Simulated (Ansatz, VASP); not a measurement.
**Two plane-wave programs on NaF**

```
CELL_PARAMETERS angstrom
0.00000 2.01848 2.32330
2.62812 0.00000 2.32330
2.62812 2.01848 0.00000
ATOMIC_POSITIONS crystal
Na 0.00000 0.00000 0.00000
F 0.50000 0.50000 0.50000
```

Change from the starting cell: strain +0.1312 x Voigt [1, -1, 0, 0, 0, 0], atoms carried along.

Alike in both runs: task single point; functional r2SCAN; k mesh 8 × 8 × 8; occupations gaussian, width 0.05 eV; no spin polarisation.

|  | VASP | Ansatz |
| --- | --- | --- |
| version | VASP 6.6.1 | Ansatz 0.2.0 |
| potentials or method | VASP PAW PBE potentials, release 64 (Na_pv, F) | scalar-relativistic, plane waves, PAW |
| plane-wave cutoff (eV) | 520 | 500 |
| valence electrons in the cell | 14 | 16 |

VASP gave:

- gap on the k mesh at the Fermi level (eV): 6.99
- least direct gap on the mesh (eV): 6.99
- pressure (GPa): 6.4
- largest component of the traceless stress (GPa): 19.59

What did Ansatz give for the same quantities?

gap on the k mesh at the Fermi level (eV): 7.00; least direct gap on the mesh (eV): 7.00; pressure (GPa): 6.6; largest component of the traceless stress (GPa): 19.01.

The two sets of potentials don't hold the same shells in valence.

Caveats: the PAW data sets were made with another functional, which shifts forces and pressure a little (VASP).
